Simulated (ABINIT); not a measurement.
Input of an ABINIT 10.8.3 (patched build) run:

run.abi

```
# Pseudopotentials
pp_dirpath "./"
pseudos "W.upf, Si.upf"

# Structure
acell 3*1.0
rprim
    -3.0366009097     3.0366009097     7.3981832916
     3.0366009097    -3.0366009097     7.3981832916
     3.0366009097     3.0366009097    -7.3981832916
ntypat 2
znucl 74 14
natom 3
typat 1 2 2
chkprim 0
chksymtnons 0
tolsym 1.0e-6
xred
            0.0            0.0            0.0
   0.6653000000   0.6653000000            0.0
   0.3347000000   0.3347000000            0.0

# Plane-wave basis
ecut 952.398519 eV
ecutsm 0.5

# k points
kptopt 1
ngkpt 9 9 9
nshiftk 1
shiftk 0.0 0.0 0.0

# Exchange and correlation
ixc 7

# Bands and occupations
nband 15
occopt 3
tsmear 0.00183747

# SCF cycle
nstep 80
tolvrs 1.0e-12

# Output
iomode 3
prteig 0
prtebands 0
prtwf 0
prtden 0

# Relaxation
ionmov 2
optcell 2
ntime 50
tolmxf 2.0e-5
dilatmx 1.08
```

Potentials or basis: PseudoDojo NC SR LDA v0.4.1 standard.

The run is started by

```bash
$ abinit run.abi > log 2>&1
```

Question: Predict the band gap on the k mesh.

Answer: None (metal or under the smearing width).

Question: Estimate the relaxed cell.

Answer: a = 4.487 Å, b = 4.487 Å, c = 4.487 Å, α = 138.44°, β = 138.44°, γ = 60.24°.

Final structure:
```
W Si
1.0
    -1.59201    1.59201    3.88114
     1.59201   -1.59201    3.88114
     1.59201    1.59201   -3.88114
W Si
1 2
Direct
  0.00000 0.00000 0.00000
  0.66520 0.66520 0.00000
  0.33480 0.33480 0.00000
```

Spin-orbit coupling is left out, which matters for the levels of W. LDA usually gives volumes a few per cent too small.
